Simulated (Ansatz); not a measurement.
# C: one atom moved over a plane

All numbers below come from DFT PBE+D3(BJ), scalar-relativistic, plane waves, PAW in Ansatz. The runs took a 420 eV cutoff, a Γ-centred 30×30×8 mesh and Gaussian smearing (0.15 eV). No spin polarisation. Energies are free energies at this smearing, counted from the undisturbed cell; pressure is positive in compression.

Reference structure (as given, not relaxed at this level; it stands at 1.3 GPa; this form isn't the usual structure):

```
C
1.0
     2.45617    0.00000    0.00000
    -1.22809    2.12711    0.00000
     0.00000    0.00000    8.52380
C
2
Cartesian
  0.0000 1.4181 0.0000
  1.2281 0.7090 0.0000
```

Atom 1 (C) is moved by p along (1.000, 0.000, 0.000) and q along (0.000, 1.000, 0.000) (Å), all else fixed. Points are written (p, q).

Energy above the undisturbed cell in eV/cell (a dash: not computed):

| p \ q | -0.600 | -0.300 | 0.000 | 0.300 | 0.600 |
| --- | --- | --- | --- | --- | --- |
| -0.600 | – | – | ? | 3.96 | 7.10 |
| -0.300 | 11.17 | ? | 2.42 | – | 16.42 |
| 0.000 | 3.67 | 1.74 | 0.00 | 3.24 | ? |
| 0.300 | 11.17 | ? | 2.42 | – | 16.42 |
| 0.600 | – | – | ? | 3.96 | 7.10 |

Question: Fill in the withheld energies.

Answer: (-0.600, 0.000): 10.52; (-0.300, -0.300): 7.00; (0.000, 0.600): 23.41; (0.300, -0.300): 7.00; (0.600, 0.000): 10.52.

Cost: 12 runs of about 15 core-minutes in all, on Intel Xeon Processor @ 2.50GHz (Skylake/Cascade Lake) (shared hosts).